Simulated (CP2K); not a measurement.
# TiO2 in CP2K: the effect of functional

Crystal: TiO2.

```
Ti O
1.0
     4.81270    0.00000    0.00000
     0.00000    4.87188    0.00000
    -0.86289    0.00000    4.96659
Ti O
4 8
Direct
  0.27744 0.05281 0.21315
  0.72256 0.55281 0.28685
  0.72256 0.94719 0.78685
  0.27744 0.44719 0.71315
  0.06384 0.17697 0.85156
  0.93616 0.67697 0.64844
  0.93616 0.82303 0.14844
  0.06384 0.32303 0.35156
  0.44536 0.75763 0.46677
  0.55464 0.25763 0.03323
  0.55464 0.24237 0.53323
  0.44536 0.74237 0.96677
```

The cell comes from a database or a generator and needn't be the stable form of this composition.

Alike in all runs:

| Item | Value |
| --- | --- |
| Program | CP2K 2026.2 |
| Task | atomic charges |
| Potentials or basis | POTENTIAL_UZH Ti GTH-PBE-q12, O GTH-PBE-q6; DZVP-MOLOPT-PBE-GTH basis |
| Density cutoff | 11565 eV |
| k mesh | 5 × 4 × 4 |
| Occupations | fermi-dirac, width 0.05 eV |
| Spin | no spin polarisation |

```tsv
functional	gap on the mesh (eV)	pressure (GPa)	largest force (eV/Å)
LDA	2.23	-6.7	0.13
PBEsol	2.27	-1.7	0.14
AM05	2.28	-1.1	0.16
optB88-vdW	2.31	3.7	0.11
HLE16	?	?	?
SCAN	2.73	-0.6	0.23
```

What does the run with functional HLE16 give?

gap on the mesh 2.17 eV; pressure -34.0 GPa; largest force 1.10 eV/Å.

Caveats: the potentials were made for another functional, which shifts forces and pressure; an odd mesh through Γ misses points on the zone boundary, where band edges often lie; the basis of atomic orbitals isn't converged, which shifts pressures, moduli and gaps; the potentials were made for a functional far from this one (some runs); the cell as given lies far from equilibrium (some runs).

Runs at the PBE level aren't shown here.
